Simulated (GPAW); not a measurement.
Runs of GPAW 26.7.0 on CO2. Symmetry: I-42d, No. 122, tetragonal system. Conventional cell: a = 3.949 Å, b = 3.949 Å, c = 6.028 Å, α = 90.00°, β = 90.00°, γ = 90.00°. Around O (site symmetry 2) lie 2 C at 1.40 Å. C (site symmetry -4) has 4 O at 1.40 Å as nearest neighbours. The cell comes from a database or a generator and needn't be the stable form of this composition.

```csv
task,level,potentials or basis,cell,band path,band points,optimizer,fmax,max steps,mesh quality,gap on the mesh (eV),pressure (GPa),V0 of scaled cells (Å³/atom),B0 (GPa),largest force (eV/Å)
band structure,r2SCAN,"GPAW PAW data sets (gpaw-data 1.2.1), pw",as given,"GXYSGZS1NPY1Z,XP",100,-,-,-,not flagged,8.49,-7.5,-,-,(b)
band structure,LDA,"the program's PAW data sets (release 1.2.1) made for this functional, pw",as given,"GXYSGZS1NPY1Z,XP",100,-,-,-,not flagged,(a),-13.3,-,-,0.47
equation of state,PBEsol,"PAW data sets generated in the run's folder for this functional, pw",as given,-,-,-,-,-,coarse,-,-,7.67,276,-
equation of state,LDA,"the program's PAW data sets (release 1.2.1) made for this functional, pw",as given,-,-,-,-,-,coarse,-,-,7.47,298,-
relaxation of cell and atoms,WC,"PAW data sets generated in the run's folder for this functional, pw",relaxed,-,-,BFGS,0.02 eV/Å,100,coarse,7.65,0.1,-,-,-
```

Alike in all rows: no spin polarisation; k mesh 6 × 6 × 6; cutoff (eV) 800; smearing fermi-dirac 0.05 eV.

Q: Estimate the missing entries.

A: (a) 7.45; (b) 0.22.

Caveats: some runs use coarse meshes; the cell was scaled at fixed shape and fractional positions, which overstates the stiffness of a crystal with free parameters, most of all of layers and chains (some runs); the PAW data sets were made with another functional, which shifts forces and pressure a little (some runs); later steps reuse the first step's grids (some runs).

A k mesh can miss the band edges.

Runs at the PBE level aren't shown here.
